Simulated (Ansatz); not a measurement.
Calculation for Si (hcp type): DFT, PBEsol, all-electron LAPW, scalar-relativistic (Ansatz 0.2.0).

The cell comes from a relaxation on PAW files under the same functional, begun from a prototype that needn't be the stable phase.

Command: `ansatz run input.yaml --threads 1 --pin off --max-ram 2048MiB --backend cpu --events-out ev --progress --plain --runs-dir out` It took 13 s on 1 thread of Arm Neoverse V1, on a shared host, peak memory 0.29 GiB.

```yaml
crystal:
  lattice:
    - [2.6926476005, 0.0, 0.0]
    - [-1.3463238003, 2.3319012254, 0.0]
    - [0.0, 0.0, 4.445335181]
  atoms:
    - { symbol: Si, position: [0.3333333333, 0.6666666667, 0.25] }
    - { symbol: Si, position: [0.6666666667, 0.3333333333, 0.75] }
kpoints:
  mp_grid: { grid: [17, 17, 9] }
  band_path:
    path:
      - [0.0, 0.0, 0.0]
      - [0.5, 0.0, 0.0]
      - [0.3333333333, 0.3333333333, 0.0]
      - [0.0, 0.0, 0.0]
      - [0.0, 0.0, 0.5]
      - [0.5, 0.0, 0.5]
      - [0.3333333333, 0.3333333333, 0.5]
      - [0.0, 0.0, 0.5]
      - [0.5, 0.0, 0.5]
    npoints: 14
scf:
  occupations: { method: fermi_dirac, width: 0.08 }
hamiltonian:
  xc: pbesol
  pseudopotentials: { kind: all_electron, lapw: { basis_error: 0.001 } }
output:
  forces: true
  stress: true
  eigenvalues: true
  populations: true
  dos: { projected: true, de: 0.2, e_range: [-14, 8] }
```

Output:

```
Si: projections on atomic orbitals take those of the free atom 1s2 2s2 2p6 3s2 3p2, of charge +0.00 (hamiltonian.pseudopotentials.projection_atoms)
LAPW: plane waves up to 6.171 Å⁻¹, error target 1.0e-3 eV per atom; small_component_spin mean_spin; Si in spheres of 1.346 Å, 12 of its electrons in bands, Dirac shells [] (how accurate: hamiltonian.pseudopotentials.lapw.basis_error, Limitations)
Engine: ansatz 0.2.0
Pseudopotentials: kind: all_electron
Pseudopotential: Si, LAPW, valence charge 12, lapw/all_electron/scalar/gaussian/Si, Koelling and Harmon's equation, gaussian nucleus
Functional definition: PBEsol
  exchange = pbesol_x
  correlation = pbesol_c
Crystal: 2 atoms, lattice volume = 27.912 Å³
Basis set: ecut = 145.1019859227212 eV, 111 PW (Γ), exchange–correlation at level 2
Bands: 16, of which v1, the nominal top of the filled ones, is band 12 counted from 1 (11 counted from 0)
Symmetry: 24 space group operations
Space group: P63/mmc (ITA 194), of the structure as read, at distance tolerance 3.0e-5 Å
k-points: 165 of 2601
Non-local potential: Si, projectors of the file, none
Initial density: superposition of atomic densities (chi_scale 0.1, normalization cell)
Initial wavefunctions: plane waves of lowest kinetic energy (no species holds an atomic orbital)
Functional: x = pbesol(κ = 0.804, μ = 0.12345679012345678), c = pbesol(β = 0.046)
iter 1 solved again at ethr=4.76e-5 eV; its pass at ethr=1.00e-1 eV (dr2=1.14e-2 eV) is discarded
SCF iter   1: F=—  HF=-15755.231853 eV  |F-HF|=—  |Δ(HF+E_count)|=         —  Δρ=9.51e-3  dr2=1.14e-2  ethr=4.76e-5  ⟨swp⟩=3.3  Hψ=19855  notcnv=0
preconditioner: auto → none  [metal: Δε(μ)=0.030 eV  Ē_g=10.295 eV  σ=0.080 eV  W_gap=0.09  n_scr=2 (ndim 8)  ℏωp=19.9 eV  f_vac=0.000  D(μ)=0.83/eV (n_scr^D=2)  sad-step TF]
SCF iter   2: F=—  HF=-15755.192238 eV  |F-HF|=—  |Δ(HF+E_count)|=   3.96e-2  Δρ=5.47e-3  dr2=4.49e-3  ethr=4.76e-5  ⟨swp⟩=2.0  Hψ=7766  notcnv=0
iter 3 solved again at ethr=6.78e-7 eV; its pass at ethr=1.87e-5 eV (dr2=1.63e-4 eV) is discarded
SCF iter   3: F=—  HF=-15755.184514 eV  |F-HF|=—  |Δ(HF+E_count)|=   7.72e-3  Δρ=9.71e-4  dr2=1.63e-4  ethr=6.78e-7  ⟨swp⟩=2.0  Hψ=13105  notcnv=0
SCF iter   4: F=—  HF=-15755.184513 eV  |F-HF|=—  |Δ(HF+E_count)|=   1.24e-6  Δρ=1.65e-4  dr2=4.50e-6  ethr=6.77e-7  ⟨swp⟩=2.0  Hψ=7766  notcnv=0
SCF iter   5: F=-15755.184513 eV  HF=-15755.184513 eV  |F-HF|=3.97e-9  |Δ(HF+E_count)|=   6.43e-7  Δρ=4.41e-6  dr2=3.39e-9  ethr=1.87e-8  ⟨swp⟩=2.0  Hψ=7766  notcnv=0
SCF 1 converged in 5 iterations: F = -15755.184513 eV  dr2 = 3.39e-9
NSCF: frozen V_eff on 113 k-points
SCF converged after 5 iterations
Free energy (F): -15755.184513 eV
Harris-Foulkes:  -15755.184513 eV  (|F-HF|=3.97e-9)
Internal energy: -15755.167476 eV  (E = F + TS)
E sigma→0 (E₀):  -15755.175995 eV
Entropy (-TS):   -0.017037 eV (-8.519 meV/atom)
Fermi energy:    12.967257 eV
--- Per-component energies (eV) ---
  E_band       = -1361.454661
  E_kinetic    = 15795.436111
  E_xc         = -1108.044656
  E_electrostatic = -30442.558931  (all electrons and nuclei)
  E_smearing   = -0.017037  (= −TS)
  E_closure    = 0.000000  (closes the sum)
  E_atoms      = -15744.421745  (free atoms, spherical and without spin; not in F)
  Σ components = -15755.184513   (vs F -15755.184513, Δ=0.00e0)
  Basis errors (estimates in eV, not in F): energy 3.7e-4 per atom: plane waves 3.6e-4 (2.0e-4 summed), levels above the bands 7.2e-22, relativity 5.6e-9, radial functions 7.8e-6, core shells 9.6e-16; eigenvalues (radial functions only) 7.0e-6; not estimated: angular momenta, meshes, grids; target (lapw.basis_error) 1.0e-3; muffin-tin radii Si 1.346 Å
--- Forces (eV/Å), atoms counted from 1 ---
  atom   1  Si    -0.00000000    -0.00000000     0.00000000
  atom   2  Si     0.00000000     0.00000000     0.00000000
  max |Σ_I F_I| component: 0.00e0 eV/Å
--- Stress (GPa, compression-positive) ---
        0.006105       0.000000       0.000000
       -0.000000       0.006105       0.000000
        0.000000       0.000000       0.046871
  P = ⅓ Tr σ = 0.0197 GPa (0.197 kbar)
--- Band table (eV; the first three rows and the last of 165) ---
  k-point 0: bands = ["-121.4295", "-121.4283", "-77.7250", "-77.7173", "-77.7173", "-77.7159", "-77.7159", "-77.7157", "-1.8393", "5.0842", "5.7096", "21.5223", "21.5223", "22.8890", "22.8890", "24.3939"]
  k-point 1: bands = ["-121.4295", "-121.4283", "-77.7247", "-77.7173", "-77.7173", "-77.7160", "-77.7159", "-77.7159", "-1.7485", "3.8699", "7.0865", "21.5956", "21.5956", "22.2657", "22.9596", "22.9596"]
  k-point 2: bands = ["-121.4294", "-121.4284", "-77.7239", "-77.7172", "-77.7172", "-77.7168", "-77.7160", "-77.7160", "-1.4764", "2.5555", "8.8876", "19.9152", "21.8147", "21.8147", "23.1584", "23.1584"]
  k-point 164: bands = ["-121.4278", "-121.4278", "-77.7238", "-77.7237", "-77.7221", "-77.7217", "-77.7180", "-77.7179", "7.5048", "7.9134", "8.3827", "8.7905", "9.4601", "10.2069", "19.8708", "20.2635"]
--- Löwdin populations: 2 sites ---
  site symbol       q [e]
     0     Si     13.9030
     1     Si     13.9030
  spilling = 0.006927 (of n_electrons = 28.000000)
```

populations.tsv:

```
# site	symbol	l	j	q
# orbitals = lowdin
# n_electrons = 28.000000
# spilling = 0.006927
# projection_atom_Si: 1s2 2s2 2p6 3s2 3p2
0	Si	0_1S	-	1.999886
0	Si	0_2S	-	1.991305
0	Si	0_3S	-	1.414828
0	Si	1_2P	-	5.997463
0	Si	1_3P	-	2.499536
1	Si	0_1S	-	1.999886
1	Si	0_2S	-	1.991305
1	Si	0_3S	-	1.414828
1	Si	1_2P	-	5.997463
1	Si	1_3P	-	2.499536
```

Next run (volume at 0.9 of the series' base cell), as changes to the input before:

```diff
   lattice:
-    - [2.6926476005, 0.0, 0.0]
-    - [-1.3463238003, 2.3319012254, 0.0]
-    - [0.0, 0.0, 4.445335181]
+    - [2.6013581009, 0.0, 0.0]
+    - [-1.3006790504, 2.2528421997, 0.0]
+    - [0.0, 0.0, 4.286529117]
   atoms:
   mp_grid: { grid: [17, 17, 9] }
-  band_path:
-    path:
-      - [0.0, 0.0, 0.0]
-      - [0.5, 0.0, 0.0]
-      - [0.3333333333, 0.3333333333, 0.0]
-      - [0.0, 0.0, 0.0]
-      - [0.0, 0.0, 0.5]
-      - [0.5, 0.0, 0.5]
-      - [0.3333333333, 0.3333333333, 0.5]
-      - [0.0, 0.0, 0.5]
-      - [0.5, 0.0, 0.5]
-    npoints: 14
 scf:
   populations: true
-  dos: { projected: true, de: 0.2, e_range: [-14, 8] }
```

Command: `ansatz run input.yaml --threads 1 --pin off --max-ram 2048MiB --backend cpu --events-out ev --progress --plain --runs-dir out` It took 11 s on 1 thread of Arm Neoverse V1, on a shared host, peak memory 0.29 GiB.

Results part of the output:

```
SCF 1 converged in 5 iterations: F = -15755.083108 eV  dr2 = 3.98e-9
SCF converged after 5 iterations
Free energy (F): -15755.083108 eV
Harris-Foulkes:  -15755.083108 eV  (|F-HF|=2.42e-9)
Internal energy: -15755.068468 eV  (E = F + TS)
E sigma→0 (E₀):  -15755.075788 eV
Entropy (-TS):   -0.014640 eV (-7.320 meV/atom)
Fermi energy:    14.710896 eV
--- Per-component energies (eV) ---
  E_band       = -1321.736900
  E_kinetic    = 15801.190012
  E_xc         = -1110.291681
  E_electrostatic = -30445.966799  (all electrons and nuclei)
  E_smearing   = -0.014640  (= −TS)
  E_closure    = 0.000000  (closes the sum)
  E_atoms      = -15744.421745  (free atoms, spherical and without spin; not in F)
  Σ components = -15755.083108   (vs F -15755.083108, Δ=0.00e0)
  Basis errors (estimates in eV, not in F): energy 3.7e-4 per atom: plane waves 3.6e-4 (1.9e-4 summed), levels above the bands 1.5e-20, relativity 1.6e-9, radial functions 9.0e-6, core shells 4.2e-15; eigenvalues (radial functions only) 2.6e-6; not estimated: angular momenta, meshes, grids; target (lapw.basis_error) 1.0e-3; muffin-tin radii Si 1.301 Å
--- Forces (eV/Å), atoms counted from 1 ---
  atom   1  Si     0.00000000    -0.00000000     0.00000000
  atom   2  Si    -0.00000000     0.00000000     0.00000000
  max |Σ_I F_I| component: 9.25e-18 eV/Å
--- Stress (GPa, compression-positive) ---
       12.793512       0.000000       0.000000
        0.000000      12.793512       0.000000
        0.000000       0.000000      12.814521
  P = ⅓ Tr σ = 12.8005 GPa (128.005 kbar)
--- Band table (eV; the first three rows and the last of 165) ---
  k-point 0: bands = ["-119.6220", "-119.6197", "-75.9170", "-75.9039", "-75.9039", "-75.9018", "-75.9015", "-75.9015", "-1.1247", "6.5233", "6.7476", "24.1048", "24.1048", "25.2151", "25.2151", "26.5444"]
  k-point 1: bands = ["-119.6219", "-119.6198", "-75.9166", "-75.9039", "-75.9039", "-75.9023", "-75.9016", "-75.9016", "-1.0270", "5.0284", "8.4160", "24.1842", "24.1842", "24.6923", "25.3002", "25.3002"]
  k-point 2: bands = ["-119.6217", "-119.6200", "-75.9153", "-75.9037", "-75.9037", "-75.9036", "-75.9018", "-75.9018", "-0.7341", "3.6047", "10.3589", "22.1842", "24.4223", "24.4223", "25.5543", "25.5543"]
  k-point 164: bands = ["-119.6190", "-119.6189", "-75.9145", "-75.9144", "-75.9117", "-75.9110", "-75.9053", "-75.9052", "8.8623", "9.1357", "9.9548", "10.2984", "11.0009", "11.7378", "22.3990", "22.8026"]
--- Löwdin populations: 2 sites ---
  site symbol       q [e]
     0     Si     13.8883
     1     Si     13.8883
  spilling = 0.007977 (of n_electrons = 28.000000)
```

Next run (volume at 0.8 of the series' base cell), as changes to the input before:

```diff
   lattice:
-    - [2.6013581009, 0.0, 0.0]
-    - [-1.3006790504, 2.2528421997, 0.0]
-    - [0.0, 0.0, 4.286529117]
+    - [2.4996326071, 0.0, 0.0]
+    - [-1.2498163036, 2.1647453378, 0.0]
+    - [0.0, 0.0, 4.1266836276]
   atoms:
```

Command: `ansatz run input.yaml --threads 1 --pin off --max-ram 2048MiB --backend cpu --events-out ev --progress --plain --runs-dir out` It took 11 s on 1 thread of Arm Neoverse V1, on a shared host, peak memory 0.3 GiB.

Results part of the output:

```
SCF 1 converged in 5 iterations: F = -15754.680305 eV  dr2 = 4.98e-9
SCF converged after 5 iterations
Free energy (F): -15754.680305 eV
Harris-Foulkes:  -15754.680305 eV  (|F-HF|=1.91e-9)
Internal energy: -15754.667800 eV  (E = F + TS)
E sigma→0 (E₀):  -15754.674052 eV
Entropy (-TS):   -0.012505 eV (-6.252 meV/atom)
Fermi energy:    16.799245 eV
--- Per-component energies (eV) ---
  E_band       = -1273.319444
  E_kinetic    = 15809.537800
  E_xc         = -1113.063046
  E_electrostatic = -30451.142554  (all electrons and nuclei)
  E_smearing   = -0.012505  (= −TS)
  E_closure    = 0.000000  (closes the sum)
  E_atoms      = -15744.421745  (free atoms, spherical and without spin; not in F)
  Σ components = -15754.680305   (vs F -15754.680305, Δ=0.00e0)
  Basis errors (estimates in eV, not in F): energy 3.6e-4 per atom: plane waves 3.5e-4 (1.8e-4 summed), levels above the bands 1.2e-20, relativity 5.3e-9, radial functions 9.1e-6, core shells 1.0e-14; eigenvalues (radial functions only) 2.4e-6; not estimated: angular momenta, meshes, grids; target (lapw.basis_error) 1.0e-3; muffin-tin radii Si 1.250 Å
--- Forces (eV/Å), atoms counted from 1 ---
  atom   1  Si    -0.00000000    -0.00000000     0.00000000
  atom   2  Si    -0.00000000     0.00000000     0.00000000
  max |Σ_I F_I| component: 3.70e-17 eV/Å
--- Stress (GPa, compression-positive) ---
       35.720865       0.000000       0.000000
        0.000000      35.720865      -0.000000
        0.000000      -0.000000      35.847415
  P = ⅓ Tr σ = 35.7630 GPa (357.630 kbar)
--- Band table (eV; the first three rows and the last of 165) ---
  k-point 0: bands = ["-117.4156", "-117.4113", "-73.7108", "-73.6879", "-73.6879", "-73.6849", "-73.6839", "-73.6839", "-0.2300", "8.0163", "8.2055", "27.2940", "27.2940", "27.9931", "27.9931", "29.0767"]
  k-point 1: bands = ["-117.4155", "-117.4114", "-73.7100", "-73.6877", "-73.6877", "-73.6857", "-73.6840", "-73.6840", "-0.1247", "6.3883", "10.0182", "27.3760", "27.3760", "27.4108", "28.0832", "28.0832"]
  k-point 2: bands = ["-117.4151", "-117.4118", "-73.7078", "-73.6880", "-73.6874", "-73.6874", "-73.6844", "-73.6844", "0.1910", "4.8590", "12.1009", "24.7667", "27.6214", "27.6214", "28.3503", "28.3503"]
  k-point 164: bands = ["-117.4098", "-117.4098", "-73.7061", "-73.7059", "-73.7011", "-73.6999", "-73.6906", "-73.6904", "10.4746", "10.6432", "11.6969", "12.0930", "13.0826", "13.7282", "25.4350", "25.7916"]
--- Löwdin populations: 2 sites ---
  site symbol       q [e]
     0     Si     13.8714
     1     Si     13.8714
  spilling = 0.009189 (of n_electrons = 28.000000)
```

Next run (volume at 0.7 of the series' base cell), as changes to the input before:

```diff
   lattice:
-    - [2.4996326071, 0.0, 0.0]
-    - [-1.2498163036, 2.1647453378, 0.0]
-    - [0.0, 0.0, 4.1266836276]
+    - [2.3857357689, 0.0, 0.0]
+    - [-1.1928678844, 2.0661077826, 0.0]
+    - [0.0, 0.0, 3.963847218]
   atoms:
```

Command: `ansatz run input.yaml --threads 1 --pin off --max-ram 2048MiB --backend cpu --events-out ev --progress --plain --runs-dir out` It took 12 s on 1 thread of Arm Neoverse V1 (shared host), peak memory 0.31 GiB.

Results part of the output:

```
SCF 1 converged in 5 iterations: F = -15753.729313 eV  dr2 = 7.35e-9
SCF converged after 5 iterations
Free energy (F): -15753.729313 eV
Harris-Foulkes:  -15753.729313 eV  (|F-HF|=2.48e-9)
Internal energy: -15753.716023 eV  (E = F + TS)
E sigma→0 (E₀):  -15753.722668 eV
Entropy (-TS):   -0.013290 eV (-6.645 meV/atom)
Fermi energy:    19.408361 eV
--- Per-component energies (eV) ---
  E_band       = -1212.987330
  E_kinetic    = 15821.830712
  E_xc         = -1116.551097
  E_electrostatic = -30458.995638  (all electrons and nuclei)
  E_smearing   = -0.013290  (= −TS)
  E_closure    = 0.000000  (closes the sum)
  E_atoms      = -15744.421745  (free atoms, spherical and without spin; not in F)
  Σ components = -15753.729313   (vs F -15753.729313, Δ=0.00e0)
  Basis errors (estimates in eV, not in F): energy 3.5e-4 per atom: plane waves 3.4e-4 (1.7e-4 summed), levels above the bands 1.9e-24, relativity 6.2e-9, radial functions 1.2e-5, core shells 4.2e-14; eigenvalues (radial functions only) 1.4e-6; not estimated: angular momenta, meshes, grids; target (lapw.basis_error) 1.0e-3; muffin-tin radii Si 1.193 Å
--- Forces (eV/Å), atoms counted from 1 ---
  atom   1  Si     0.00000000    -0.00000000     0.00000000
  atom   2  Si    -0.00000000     0.00000000     0.00000000
  max |Σ_I F_I| component: 9.25e-18 eV/Å
--- Stress (GPa, compression-positive) ---
       77.591839      -0.000000       0.000000
        0.000000      77.591839       0.000000
        0.000000       0.000000      77.826192
  P = ⅓ Tr σ = 77.6700 GPa (776.700 kbar)
--- Band table (eV; the first three rows and the last of 165) ---
  k-point 0: bands = ["-114.6685", "-114.6601", "-70.9660", "-70.9229", "-70.9229", "-70.9206", "-70.9163", "-70.9163", "0.9260", "9.6038", "10.2302", "31.2999", "31.2999", "31.4187", "31.4187", "32.1237"]
  k-point 1: bands = ["-114.6682", "-114.6603", "-70.9646", "-70.9227", "-70.9227", "-70.9219", "-70.9165", "-70.9165", "1.0399", "8.0435", "11.9870", "30.5500", "31.3753", "31.3753", "31.5049", "31.5049"]
  k-point 2: bands = ["-114.6675", "-114.6610", "-70.9607", "-70.9259", "-70.9221", "-70.9221", "-70.9170", "-70.9170", "1.3812", "6.4094", "14.2100", "27.7725", "31.5970", "31.5970", "31.7546", "31.7546"]
  k-point 164: bands = ["-114.6569", "-114.6568", "-70.9565", "-70.9562", "-70.9474", "-70.9453", "-70.9298", "-70.9294", "12.4842", "12.5636", "13.7592", "14.2446", "15.8198", "16.3592", "29.1706", "29.2836"]
--- Löwdin populations: 2 sites ---
  site symbol       q [e]
     0     Si     13.8527
     1     Si     13.8527
  spilling = 0.010524 (of n_electrons = 28.000000)
```

Next run (volume at 0.6 of the series' base cell), as changes to the input before:

```diff
   lattice:
-    - [2.3857357689, 0.0, 0.0]
-    - [-1.1928678844, 2.0661077826, 0.0]
-    - [0.0, 0.0, 3.963847218]
+    - [2.2642691982, 0.0, 0.0]
+    - [-1.1321345991, 1.9609146467, 0.0]
+    - [0.0, 0.0, 3.771887087]
   atoms:
```

Results part of the output:

```
SCF 1 converged in 5 iterations: F = -15751.767698 eV  dr2 = 1.13e-8
SCF converged after 5 iterations
Free energy (F): -15751.767698 eV
Harris-Foulkes:  -15751.767698 eV  (|F-HF|=3.55e-9)
Internal energy: -15751.754851 eV  (E = F + TS)
E sigma→0 (E₀):  -15751.761275 eV
Entropy (-TS):   -0.012846 eV (-6.423 meV/atom)
Fermi energy:    22.773269 eV
--- Per-component energies (eV) ---
  E_band       = -1135.861182
  E_kinetic    = 15840.088990
  E_xc         = -1121.040084
  E_electrostatic = -30470.803758  (all electrons and nuclei)
  E_smearing   = -0.012846  (= −TS)
  E_closure    = 0.000000  (closes the sum)
  E_atoms      = -15744.421745  (free atoms, spherical and without spin; not in F)
  Σ components = -15751.767698   (vs F -15751.767698, Δ=0.00e0)
  Basis errors (estimates in eV, not in F): energy 3.2e-4 per atom: plane waves 3.0e-4 (1.5e-4 summed), levels above the bands 3.1e-32, relativity 9.2e-9, radial functions 1.8e-5, core shells 3.8e-14; eigenvalues (radial functions only) 1.5e-6; not estimated: angular momenta, meshes, grids; target (lapw.basis_error) 1.0e-3; muffin-tin radii Si 1.132 Å
--- Forces (eV/Å), atoms counted from 1 ---
  atom   1  Si     0.00000000    -0.00000000     0.00000000
  atom   2  Si     0.00000000     0.00000000     0.00000000
  max |Σ_I F_I| component: 2.78e-17 eV/Å
--- Stress (GPa, compression-positive) ---
      155.762701      -0.000000       0.000000
       -0.000000     155.762701       0.000000
        0.000000       0.000000     156.278442
  P = ⅓ Tr σ = 155.9346 GPa (1559.346 kbar)
--- Band table (eV; the first three rows and the last of 165) ---
  k-point 0: bands = ["-111.1739", "-111.1561", "-67.4762", "-67.3958", "-67.3958", "-67.3903", "-67.3838", "-67.3838", "2.4833", "11.7386", "12.9250", "35.6359", "35.6359", "36.1090", "36.2108", "36.2108"]
  k-point 1: bands = ["-111.1734", "-111.1566", "-67.4737", "-67.3954", "-67.3954", "-67.3929", "-67.3841", "-67.3841", "2.6086", "10.2359", "14.6386", "34.6094", "35.7148", "35.7148", "36.2633", "36.2633"]
  k-point 2: bands = ["-111.1719", "-111.1582", "-67.4662", "-67.4004", "-67.3944", "-67.3944", "-67.3852", "-67.3852", "2.9839", "8.4785", "17.0282", "31.6972", "35.9393", "35.9393", "36.4076", "36.4076"]
  k-point 164: bands = ["-111.1491", "-111.1489", "-67.4594", "-67.4587", "-67.4425", "-67.4386", "-67.4078", "-67.4070", "15.0634", "15.0676", "16.3650", "16.9287", "19.3223", "19.7930", "33.5029", "34.0932"]
--- Löwdin populations: 2 sites ---
  site symbol       q [e]
     0     Si     13.8318
     1     Si     13.8318
  spilling = 0.012015 (of n_electrons = 28.000000)
```

Next run (volume at 0.5 of the series' base cell), as changes to the input before:

```diff
   lattice:
-    - [2.2642691982, 0.0, 0.0]
-    - [-1.1321345991, 1.9609146467, 0.0]
-    - [0.0, 0.0, 3.771887087]
+    - [2.133759729, 0.0, 0.0]
+    - [-1.0668798645, 1.8478901309, 0.0]
+    - [0.0, 0.0, 3.5395049679]
   atoms:
```

Results part of the output:

```
SCF 1 converged in 5 iterations: F = -15747.864991 eV  dr2 = 1.84e-8
SCF converged after 5 iterations
Free energy (F): -15747.864991 eV
Harris-Foulkes:  -15747.864991 eV  (|F-HF|=5.50e-9)
Internal energy: -15747.851642 eV  (E = F + TS)
E sigma→0 (E₀):  -15747.858316 eV
Entropy (-TS):   -0.013348 eV (-6.674 meV/atom)
Fermi energy:    27.274870 eV
--- Per-component energies (eV) ---
  E_band       = -1033.578522
  E_kinetic    = 15868.060670
  E_xc         = -1127.026041
  E_electrostatic = -30488.886271  (all electrons and nuclei)
  E_smearing   = -0.013348  (= −TS)
  E_closure    = 0.000000  (closes the sum)
  E_atoms      = -15744.421745  (free atoms, spherical and without spin; not in F)
  Σ components = -15747.864991   (vs F -15747.864991, Δ=0.00e0)
  Basis errors (estimates in eV, not in F): energy 3.2e-4 per atom: plane waves 3.0e-4 (1.5e-4 summed), levels above the bands 8.6e-44, relativity 1.3e-8, radial functions 2.3e-5, core shells 1.4e-14; eigenvalues (radial functions only) 1.8e-6; not estimated: angular momenta, meshes, grids; target (lapw.basis_error) 1.0e-3; muffin-tin radii Si 1.067 Å
--- Forces (eV/Å), atoms counted from 1 ---
  atom   1  Si     0.00000000     0.00000000     0.00000000
  atom   2  Si    -0.00000000    -0.00000000     0.00000000
  max |Σ_I F_I| component: 0.00e0 eV/Å
--- Stress (GPa, compression-positive) ---
      310.219679      -0.000000       0.000000
       -0.000000     310.219679      -0.000000
        0.000000      -0.000000     310.626772
  P = ⅓ Tr σ = 310.3554 GPa (3103.554 kbar)
--- Band table (eV; the first three rows and the last of 165) ---
  k-point 0: bands = ["-106.5896", "-106.5466", "-62.9055", "-62.7445", "-62.7445", "-62.7261", "-62.7204", "-62.7204", "4.7062", "14.7907", "16.6998", "41.0365", "41.0365", "41.5911", "42.4050", "42.4050"]
  k-point 1: bands = ["-106.5883", "-106.5479", "-62.9002", "-62.7438", "-62.7438", "-62.7316", "-62.7211", "-62.7211", "4.8477", "13.3197", "18.3995", "40.1646", "41.1070", "41.1070", "42.4106", "42.4106"]
  k-point 2: bands = ["-106.5846", "-106.5516", "-62.8847", "-62.7472", "-62.7417", "-62.7417", "-62.7232", "-62.7232", "5.2712", "11.4065", "20.9991", "37.1095", "41.3083", "41.3083", "42.4116", "42.4116"]
  k-point 164: bands = ["-106.5317", "-106.5312", "-62.8726", "-62.8711", "-62.8381", "-62.8298", "-62.7626", "-62.7610", "18.4659", "18.5740", "19.8647", "20.4814", "23.9236", "24.3605", "38.9881", "40.8950"]
--- Löwdin populations: 2 sites ---
  site symbol       q [e]
     0     Si     13.8066
     1     Si     13.8066
  spilling = 0.013811 (of n_electrons = 28.000000)
```

The structure type is held throughout; the real material can change phase at far lower pressure.
